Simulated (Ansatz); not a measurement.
CsI, CsCl type, relaxed with r2SCAN, was run in the PAW code Ansatz under altered settings. All numbers are computed, without spin polarisation but where a row says otherwise.

```
Cs I
1.0
     4.60814    0.00000    0.00000
     0.00000    4.60814    0.00000
     0.00000    0.00000    4.60814
Cs I
1 1
Direct
  0.00000 0.00000 0.00000
  0.50000 0.50000 0.50000
```

The base run's other keys:
```yaml
kpoints:
  mp_grid: { grid: [4, 4, 4] }
hamiltonian:
  xc: pbe
scf:
  occupations: { method: fixed }
  n_extra_bands: 4
```

It takes 6 iterations with 1935 plane waves at 420 eV and 10 k points, and leaves a mean stress of +0.42 GPa. The gap over this mesh is 3.800 eV. It ran on 4 threads of Arm Neoverse N1, on a shared host.

Outcomes, with energy and stress as changes against the base:
```tsv
setting	outcome	ΔF (meV/atom)	Δ mean stress (GPa)	gap on the mesh (eV)	iterations	wall time
kpoints.mp_grid.grid: [5, 5, 5]	converged	-1.0	-0.01	3.843	6	0.89 s
basis.xc_grid: 3	converged	0.0	0.00	3.800	6	0.96 s
scf.mixing.preconditioner: resta	converged	0.0	0.00	3.800	6	0.93 s
scf.mixing.beta: 0.05	converged	0.0	0.00	3.800	9	1 s
scf.n_extra_bands: 24	converged	0.0	0.00	3.800	6	1.2 s
hamiltonian.xc: lda	converged	–	-2.04	3.441	7	0.97 s
scf.convergence.dr2_threshold: 0.0001	converged, warned	0.0	0.0	3.800	6	1.1 s
scf.occupations: methfessel_paxton 0.001	converged	0.0	0.00	3.800	5	0.88 s
scf.occupations: methfessel_paxton 0.5	converged	0.0	0.00	3.800	5	0.9 s
scf.mixing.ndim: 2	converged	0.0	0.00	3.800	6	0.93 s
scf.occupations: tetrahedron	converged, warned	0.0	–	3.800	5	0.89 s
basis.ecutwfc: 350	converged, warned	+1.6	0.00	3.800	6	0.85 s
scf.convergence.dr2_threshold: 0.01	converged, warned	0.0	0.0	3.800	6	0.95 s
```
A dash marks a value that wasn't obtained or can't be compared. Stress is positive in compression. The base took 1.2 s.

- kpoints.mp_grid.grid: [5, 5, 5]. The free energy moves by -1.0 meV an atom, the mean stress by -0.01 GPa and the gap on the mesh by +0.043 eV (to 3.843). The difference shows how far the base mesh is converged.
- hamiltonian.xc: lda. The mean stress moves by -2.04 GPa and the gap on the mesh by -0.360 eV (to 3.441). It's another functional on the same cell, so totals aren't comparable.
- scf.convergence.dr2_threshold: 0.0001. It converges in 6 iterations, as the base does. Even so loose a threshold leaves the results unchanged here, which can't be counted on. Warned: force scf threshold loose, stress scf threshold loose.
- scf.occupations: tetrahedron. Energy, stress and gap stay within 1 meV an atom, 0.1 GPa and 0.005 eV of the base. Warned: band table not solved further, tetrahedron derivatives may miss energy slope.
- basis.ecutwfc: 350. 1419 plane waves in place of 1935. The free energy moves by +1.6 meV an atom, the mean stress by 0.00 GPa and the gap on the mesh by 0.000 eV (to 3.800). The basis is too small: these are errors of the cutoff. Warned: cutoff below recommended.
- scf.convergence.dr2_threshold: 0.01. It converges in 6 iterations, as the base does. Even so loose a threshold leaves the results unchanged here, which can't be counted on. Warned: force scf threshold loose, stress scf threshold loose.

Within 1 meV an atom, 0.1 GPa and 0.005 eV of the base stay: basis.xc_grid: 3; scf.mixing.preconditioner: resta; scf.mixing.beta: 0.05; scf.n_extra_bands: 24; scf.convergence.dr2_threshold: 0.0001; scf.occupations: methfessel_paxton 0.001; scf.occupations: methfessel_paxton 0.5; scf.mixing.ndim: 2; scf.occupations: tetrahedron; scf.convergence.dr2_threshold: 0.01.

Spin-orbit coupling is left out, which matters wherever the heavy atoms make up the band edges.
